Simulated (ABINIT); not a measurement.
# InP (F-43m) in ABINIT: notebook

Aim: see how the results for InP move with the level of theory and the settings. Levels: PBE, RPBE. Tasks: band structure, equation of state.

Everything below comes from runs of ABINIT 10.8.3 (patched build). Logs are shortened: lines on timing, memory, paths and dates and some standing lists are left out, and cuts for length are marked. The log counts tension as positive stress, the text compression.

**Experimental background.**

A printed reference work, data compilation reports, for a bulk crystal of InP at 1.6 K: band gap 1.4236 eV (direct).

How close the calculation comes is told below.

## (1) The crystal as given

Symmetry: F-43m, No. 216, cubic system. The conventional cell has a = 5.861 Å, b = 5.861 Å, c = 5.861 Å, α = 90.00°, β = 90.00°, γ = 90.00°. In (site symmetry -43m) has 4 P at 2.54 Å as nearest neighbours. P (site symmetry -43m) has 4 In at 2.54 Å as nearest neighbours.

## (2) Band structure, PBE

The input, run.abi:

```
# Datasets: ground state, then fixed potential
ndtset 2

# Pseudopotentials
pp_dirpath "./"
pseudos "In.upf, P.upf"

# Structure
acell 3*1.0
rprim
     0.0000000000     5.5378424082     5.5378424082
     5.5378424082     0.0000000000     5.5378424082
     5.5378424082     5.5378424082     0.0000000000
ntypat 2
znucl 49 15
natom 2
typat 1 2
xred
     0.0000000000     0.0000000000     0.0000000000
     0.7500000000     0.7500000000     0.7500000000

# Plane-wave basis
ecut 952.398519 eV

# Exchange and correlation
ixc 11

# Bands and occupations
occopt 3
tsmear 0.05 eV

# SCF cycle
nstep 100

# Output
iomode 3
prtwf 0
prteig 0
prtebands 0
prtden1 1

# Dataset 1
kptopt1 1
ngkpt1 8 8 8
nshiftk1 1
shiftk1 0.0 0.0 0.0
nband1 13
tolvrs1 1.0e-10

# Dataset 2: bands along G-X-W-K-G-L-U-W-L-K
iscf2 -2
getden2 1
nband2 17
nbdbuf2 2
tolwfr2 1.0e-12
kptopt2 -9
ndivsm2 5
prteig2 1
prtvol2 -3
kptbounds2
     0.0000000000     0.0000000000     0.0000000000
     0.5000000000     0.0000000000     0.5000000000
     0.5000000000     0.2500000000     0.7500000000
     0.3750000000     0.3750000000     0.7500000000
     0.0000000000     0.0000000000     0.0000000000
     0.5000000000     0.5000000000     0.5000000000
     0.6250000000     0.2500000000     0.6250000000
     0.5000000000     0.2500000000     0.7500000000
     0.5000000000     0.5000000000     0.5000000000
     0.3750000000     0.3750000000     0.7500000000
```

Potentials or basis: PseudoDojo NC SR PBE v0.5 standard.

The run is started by

```
$ abinit run.abi > log 2>&1
```

run.abo:

```text
.Version 10.8.3 of ABINIT
 DATASET    1 : space group F-4 3 m (#216); Bravais cF (face-center cubic)
================================================================================
 Values of the parameters that define the memory need for DATASET  1.
     intxc =       0    ionmov =       0      iscf =       7    lmnmax =       6
     lnmax =       6     mgfft =      45  mpssoang =       3    mqgrid =    3001
     natom =       2  nloc_mem =       1    nspden =       1   nspinor =       1
    nsppol =       1      nsym =      24    n1xccc =    2501    ntypat =       2
    occopt =       3   xclevel =       2
       mpw =        3380          nfft =       91125          nkpt =          29
================================================================================
================================================================================

 DATASET    2 : space group F-4 3 m (#216); Bravais cF (face-center cubic)
================================================================================
 Values of the parameters that define the memory need for DATASET  2.
     intxc =       0    ionmov =       0      iscf =      -2    lmnmax =       6
     lnmax =       6     mgfft =      45  mpssoang =       3    mqgrid =    3001
     natom =       2  nloc_mem =       1    nspden =       1   nspinor =       1
    nsppol =       1      nsym =      24    n1xccc =    2501    ntypat =       2
    occopt =       3   xclevel =       2
       mpw =        3389          nfft =       91125          nkpt =          87
================================================================================
================================================================================

--------------------------------------------------------------------------------
------------- Echo of variables that govern the present computation ------------
--------------------------------------------------------------------------------
 -outvars: echo values of preprocessed input variables --------
            acell      1.0000000000E+00  1.0000000000E+00  1.0000000000E+00 Bohr
              amu      1.14820000E+02  3.09737620E+01
             ecut      3.50000000E+01 Hartree
           getden1          0
           getden2          1
             iscf1          7
             iscf2         -2
              ixc          11
           jdtset        1    2
           kptopt1          1
           kptopt2         -9
         kptrlatt        8    0    0      0    8    0      0    0    8
          kptrlen1     6.26535347E+01
          kptrlen2     3.00000000E+01
            natom           2
            nband1         13
            nband2         17
           nbdbuf1          0
           nbdbuf2          2
           ndtset           2
           ndivsm1          0
           ndivsm2          5
            ngfft          45      45      45
             nkpt1         29
             nkpt2         87
            nstep         100
             nsym          24
           ntypat           2
           occopt           3
        prtebands           0
           prteig1          0
           prteig2          1
           prtvol1          0
           prtvol2         -3
            prtwf           0
            rprim      0.0000000000E+00  5.5378424082E+00  5.5378424082E+00
                       5.5378424082E+00  0.0000000000E+00  5.5378424082E+00
                       5.5378424082E+00  5.5378424082E+00  0.0000000000E+00
           shiftk1     0.00000000E+00  0.00000000E+00  0.00000000E+00
           shiftk2     5.00000000E-01  5.00000000E-01  5.00000000E-01
          spgroup         216
           tolvrs1     1.00000000E-10
           tolvrs2     0.00000000E+00
           tolwfr1     0.00000000E+00
           tolwfr2     1.00000000E-12
           tsmear      1.83746611E-03 Hartree
            typat      1  2
           xangst      0.0000000000E+00  0.0000000000E+00  0.0000000000E+00
                       4.3957499970E+00  4.3957499970E+00  4.3957499970E+00
            xcart      0.0000000000E+00  0.0000000000E+00  0.0000000000E+00
                       8.3067636123E+00  8.3067636123E+00  8.3067636123E+00
             xred      0.0000000000E+00  0.0000000000E+00  0.0000000000E+00
                       7.5000000000E-01  7.5000000000E-01  7.5000000000E-01
            znucl       49.00000   15.00000

================================================================================
[... 8 lines left out ...]
--- !DatasetInfo
[... 188 lines left out ...]
 Non-SCF case, kpt    1 (  0.00000  0.00000  0.00000), residuals and eigenvalues=
  3.86E-13  9.98E-13  7.18E-13  6.27E-13  3.24E-13  9.22E-13  3.72E-13  3.09E-13
  3.16E-13  8.49E-13  6.93E-13  6.38E-13  5.86E-13  6.70E-13  8.31E-13  7.29E-11
  9.43E-13
 -3.5912E-01 -3.5912E-01 -3.5912E-01 -3.5365E-01 -3.5365E-01 -2.5910E-01
  1.6417E-01  1.6417E-01  1.6417E-01  1.9031E-01  3.1457E-01  3.1457E-01
  3.1457E-01  4.7978E-01  5.1017E-01  5.1017E-01  5.7727E-01
 Non-SCF case, kpt    2 (  0.03571  0.00000  0.03571), residuals and eigenvalues=
  8.08E-13  8.84E-13  9.55E-13  6.19E-13  4.32E-13  4.34E-13  5.73E-13  2.85E-13
  6.82E-13  9.94E-13  6.25E-13  8.25E-13  7.35E-13  6.97E-13  6.83E-13  5.39E-12
  3.41E-06
 -3.5923E-01 -3.5908E-01 -3.5908E-01 -3.5366E-01 -3.5363E-01 -2.5838E-01
  1.5358E-01  1.6232E-01  1.6232E-01  2.0083E-01  3.1213E-01  3.1706E-01
  3.1706E-01  4.8380E-01  5.0154E-01  5.1062E-01  5.7888E-01
[... 581 lines left out ...]
 Non-SCF case, kpt   86 (  0.38889  0.38889  0.72222), residuals and eigenvalues=
  2.96E-13  3.01E-13  3.68E-13  5.04E-13  4.21E-13  7.61E-13  7.95E-13  6.56E-13
  9.14E-13  9.72E-13  5.12E-13  5.71E-13  9.72E-13  7.03E-13  3.87E-13  1.01E-07
  1.02E-06
 -3.6460E-01 -3.5664E-01 -3.5600E-01 -3.5444E-01 -3.5300E-01 -1.7425E-01
 -4.0274E-02  4.1964E-02  9.6442E-02  2.5435E-01  3.3680E-01  4.2926E-01
  4.2981E-01  4.6720E-01  5.2170E-01  6.3989E-01  6.7694E-01
 Non-SCF case, kpt   87 (  0.37500  0.37500  0.75000), residuals and eigenvalues=
  2.86E-13  5.98E-13  4.25E-13  6.06E-13  6.13E-13  4.40E-13  9.55E-13  5.08E-13
  5.02E-13  8.85E-13  6.86E-13  5.23E-13  4.98E-13  5.30E-13  7.61E-13  9.44E-07
  2.46E-03
 -3.6481E-01 -3.5646E-01 -3.5585E-01 -3.5461E-01 -3.5291E-01 -1.7243E-01
 -4.1841E-02  4.2800E-02  9.3005E-02  2.5095E-01  3.2571E-01  4.4057E-01
  4.4158E-01  4.6769E-01  5.2734E-01  6.3812E-01  6.8474E-01

--- !ResultsGS
iteration_state: {dtset: 2, }
comment   : Summary of ground state results
lattice_vectors:
- [  0.0000000,   5.5378424,   5.5378424, ]
- [  5.5378424,   0.0000000,   5.5378424, ]
- [  5.5378424,   5.5378424,   0.0000000, ]
lattice_lengths: [   7.83169,    7.83169,    7.83169, ]
lattice_angles: [ 60.000,  60.000,  60.000, ] # degrees, (23, 13, 12)
lattice_volume:   3.3966576E+02
convergence: {deltae:  0.000E+00, res2:  0.000E+00, residm:  9.978E-13, diffor:  0.000E+00, }
etotal    :  -7.33936651E+01
entropy   :   0.00000000E+00
fermie    :   1.78393513E-01
cartesian_stress_tensor: null
pressure_GPa: null
xred      :
- [  0.0000E+00,   0.0000E+00,   0.0000E+00, In]
- [  7.5000E-01,   7.5000E-01,   7.5000E-01,  P]
cartesian_forces: null
force_length_stats: {min: null, max: null, mean: null, }
...

 Integrated electronic density in atomic spheres:
 ------------------------------------------------
 Atom  Sphere_radius  Integrated_density
    1        2.00000          9.89519106
    2        2.00000          2.75794785
================================================================================

 ----iterations are completed or convergence reached----

 Mean square residual over all n,k,spin=   62.339E-14; max=  99.776E-14
 reduced coordinates (array xred) for    2 atoms
       0.000000000000      0.000000000000      0.000000000000
       0.750000000000      0.750000000000      0.750000000000

 cartesian coordinates (angstrom) at end:
    1      0.00000000000000     0.00000000000000     0.00000000000000
    2      4.39574999700532     4.39574999700532     4.39574999700532
 length scales=  1.000000000000  1.000000000000  1.000000000000 bohr
              =  0.529177210544  0.529177210544  0.529177210544 angstroms
 Eigenvalues (hartree) for nkpt=  87  k points:
 kpt#   1, nband= 17, wtk=  1.00000, kpt=  0.0000  0.0000  0.0000 (reduced coord)
  -0.35912   -0.35912   -0.35912   -0.35365   -0.35365   -0.25910    0.16417    0.16417
   0.16417    0.19031    0.31457    0.31457    0.31457    0.47978    0.51017    0.51017
   0.57727
 kpt#   2, nband= 17, wtk=  1.00000, kpt=  0.0357  0.0000  0.0357 (reduced coord)
  -0.35923   -0.35908   -0.35908   -0.35366   -0.35363   -0.25838    0.15358    0.16232
   0.16232    0.20083    0.31213    0.31706    0.31706    0.48380    0.50154    0.51062
   0.57888
 kpt#   3, nband= 17, wtk=  1.00000, kpt=  0.0714  0.0000  0.0714 (reduced coord)
  -0.35953   -0.35894   -0.35894   -0.35372   -0.35358   -0.25623    0.13574    0.15716
   0.15716    0.21831    0.30553    0.32417    0.32417    0.48198    0.49592    0.51196
   0.58358
 kpt#   4, nband= 17, wtk=  1.00000, kpt=  0.1071  0.0000  0.1071 (reduced coord)
  -0.36001   -0.35872   -0.35872   -0.35381   -0.35351   -0.25269    0.11688    0.14960
   0.14960    0.23612    0.29630    0.33498    0.33498    0.46103    0.51316    0.51417
   0.59203
 kpt#   5, nband= 17, wtk=  1.00000, kpt=  0.1429  0.0000  0.1429 (reduced coord)
[... 317 lines left out ...]
   0.10563    0.26213    0.34152    0.39929    0.41197    0.48561    0.52332    0.60477
   0.64187
 kpt#  85, nband= 17, wtk=  1.00000, kpt=  0.4028  0.4028  0.6944 (reduced coord)
  -0.36437   -0.35685   -0.35622   -0.35425   -0.35307   -0.17741   -0.03896    0.04546
   0.10072    0.25837    0.34340    0.41490    0.41637    0.47524    0.52079    0.62745
   0.65747
 kpt#  86, nband= 17, wtk=  1.00000, kpt=  0.3889  0.3889  0.7222 (reduced coord)
  -0.36460   -0.35664   -0.35600   -0.35444   -0.35300   -0.17425   -0.04027    0.04196
   0.09644    0.25435    0.33680    0.42926    0.42981    0.46720    0.52170    0.63989
   0.67694
 kpt#  87, nband= 17, wtk=  1.00000, kpt=  0.3750  0.3750  0.7500 (reduced coord)
  -0.36481   -0.35646   -0.35585   -0.35461   -0.35291   -0.17243   -0.04184    0.04280
   0.09300    0.25095    0.32571    0.44057    0.44158    0.46769    0.52734    0.63812
   0.68474

== END DATASET(S) ==============================================================
================================================================================

 -outvars: echo values of variables after computation  --------
            acell      1.0000000000E+00  1.0000000000E+00  1.0000000000E+00 Bohr
           etotal1    -7.3393665112E+01
            fcart1    -0.0000000000E+00 -0.0000000000E+00 -0.0000000000E+00
                      -0.0000000000E+00 -0.0000000000E+00 -0.0000000000E+00
            rprim      0.0000000000E+00  5.5378424082E+00  5.5378424082E+00
                       5.5378424082E+00  0.0000000000E+00  5.5378424082E+00
                       5.5378424082E+00  5.5378424082E+00  0.0000000000E+00
           strten1    -1.1589050020E-04 -1.1589050020E-04 -1.1589050020E-04
                       0.0000000000E+00  0.0000000000E+00  0.0000000000E+00
           xangst      0.0000000000E+00  0.0000000000E+00  0.0000000000E+00
                       4.3957499970E+00  4.3957499970E+00  4.3957499970E+00
             xred      0.0000000000E+00  0.0000000000E+00  0.0000000000E+00
                       7.5000000000E-01  7.5000000000E-01  7.5000000000E-01
 Calculation completed.
```

Wall time 2.8 min (1 thread of Arm Neoverse V2, shared host); peak memory 0.15 GiB.

What came out:

```yaml
Free_energy: -1997.1434 eV
Pressure: 3.4 GPa
Band_gap_on_the_k_mesh: 0.71 eV, direct
Band_gap_along_the_path: 0.71 eV, direct
Valence_electrons_inside_the_program's_atomic_spheres: In 9.90; P 2.76
```

Levels at the corners of the path, in eV from the valence-band top:
```csv
point,band 7,band 8,band 9,band 10,band 11,band 12
Γ,0.00,0.00,0.00,0.71,4.09,4.09
X,-5.75,-2.32,-2.32,1.76,2.27,9.23
W,-5.60,-2.95,-2.91,4.30,4.38,5.58
K,-5.61,-3.30,-1.94,2.36,4.40,7.52
Γ,0.00,0.00,0.00,0.71,4.09,4.09
L,-5.73,-0.97,-0.97,1.50,4.81,4.81
U,-5.61,-3.30,-1.94,2.36,4.40,7.52
W,-5.60,-2.95,-2.91,4.30,4.38,5.58
L,-5.73,-0.97,-0.97,1.50,4.81,4.81
K,-5.61,-3.30,-1.94,2.36,4.40,7.52
```

Caveat: spin-orbit coupling is left out, which moves the levels of the heavy elements.

## (3) Equation of state, PBE

The input, run.abi:

```
# Datasets: one volume each
ndtset 7
getwfk -1
scalecart1 3*0.9795861087
scalecart2 3*0.9864848297
scalecart3 3*0.9932883884
scalecart4 3*1.0000000000
scalecart5 3*1.0066227096
scalecart6 3*1.0131594038
scalecart7 3*1.0196128224

# Pseudopotentials
pp_dirpath "./"
pseudos "In.GGA_PBE-JTH_sp.xml, P.GGA_PBE-JTH.xml"

# Structure
acell 3*1.0 Angstrom
rprim
     0.0000000000     2.9305000000     2.9305000000
     2.9305000000     0.0000000000     2.9305000000
     2.9305000000     2.9305000000     0.0000000000
ntypat 2
znucl 49 15
natom 2
typat 1 2
xred
     0.0000000000     0.0000000000     0.0000000000
     0.7500000000     0.7500000000     0.7500000000

# Plane-wave basis
ecut 20.0
pawecutdg 40.0

# k points
kptopt 1
ngkpt 8 8 8
nshiftk 1
shiftk 0.0 0.0 0.0

# Exchange and correlation
ixc 11

# Bands and occupations
nband 8
occopt 3
tsmear 0.05 eV

# SCF cycle
nstep 100
tolvrs 1.0e-9

# Output
iomode 3
prtwf 1
prtden 0
prteig 0
prtebands 0
```

Potentials or basis: JTH PAW PBE v2.0 sp.

The run is started by

```
$ abinit run.abi > log 2>&1
```

It took 54 s on 1 thread of Arm Neoverse V2, shared host; peak memory 0.16 GiB.

It converged, with:

| Property | Result |
| --- | --- |
| Equilibrium volume | 27.20 Å³/atom (rough: see the caveat) |
| Bulk modulus | 61 GPa (rough) |

Energy against volume, from the lowest point:
```csv
volume (Å³/atom),energy (meV/atom)
23.657,113.26
24.160,79.47
24.663,52.53
25.167,31.71
25.670,16.37
26.173,5.97
26.677,0.00
```

Caveat: the cutoff is too short for stress, so the log's stress isn't used; pressures at fixed basis lie under the slope of the energies; the minimum lies outside the volumes run; this set keeps more shells in the core, which shifts pressures and gaps.

## (4) Equation of state, RPBE

run.abi, as its differences from that of step 3:

```diff
@@ -13,10 +13,10 @@
 pp_dirpath "./"
-pseudos "In.GGA_PBE-JTH_sp.xml, P.GGA_PBE-JTH.xml"
+pseudos "In.GGA_PBE-JTH.xml, P.GGA_PBE-JTH.xml"
 
 # Structure
-acell 3*1.0 Angstrom
+acell 4.1443528445 4.1443528445 4.1443528445 Angstrom
 rprim
-     0.0000000000     2.9305000000     2.9305000000
-     2.9305000000     0.0000000000     2.9305000000
-     2.9305000000     2.9305000000     0.0000000000
+     0.0000000000     0.7071067812     0.7071067812
+     0.7071067812     0.0000000000     0.7071067812
+     0.7071067812     0.7071067812     0.0000000000
 ntypat 2
@@ -40,6 +40,6 @@
 # Exchange and correlation
-ixc 11
+ixc 15
 
 # Bands and occupations
-nband 8
+nband 13
 occopt 3
@@ -57 +57,2 @@
 prtebands 0
+enunit 1
```

Potentials or basis: JTH PAW PBE v2.0.

The run is started by

```
$ abinit run.abi > log 2>&1
```

Wall time 93 s (1 thread of Arm Neoverse V2, shared host); peak memory 0.15 GiB.

It converged, with:

- Equilibrium volume: 27.25 Å³/atom (rough: see the caveat)
- Bulk modulus: 54 GPa (rough)

Energy against volume, from the lowest point:
```tsv
volume (Å³/atom)	energy (meV/atom)
23.657	102.37
24.160	72.09
24.663	47.96
25.167	29.22
25.670	15.14
26.173	5.64
26.677	0.00
```

Caveat: the cutoff is too short for stress, so the log's stress isn't used; pressures at fixed basis lie under the slope of the energies; the minimum lies outside the volumes run; the PAW data sets were made with another functional, which shifts forces and pressure a little.

## (5) Against experiment

Step 2. Measured gap of InP: 1.4236 eV (direct; 1.6 K; a printed reference work, data compilation). This calculation gives 0.71 eV (-0.71 eV). Spin-orbit coupling on In is left out. The value is that of PBE, without temperature or zero-point motion. Semilocal functionals fall short of measured gaps as a rule.
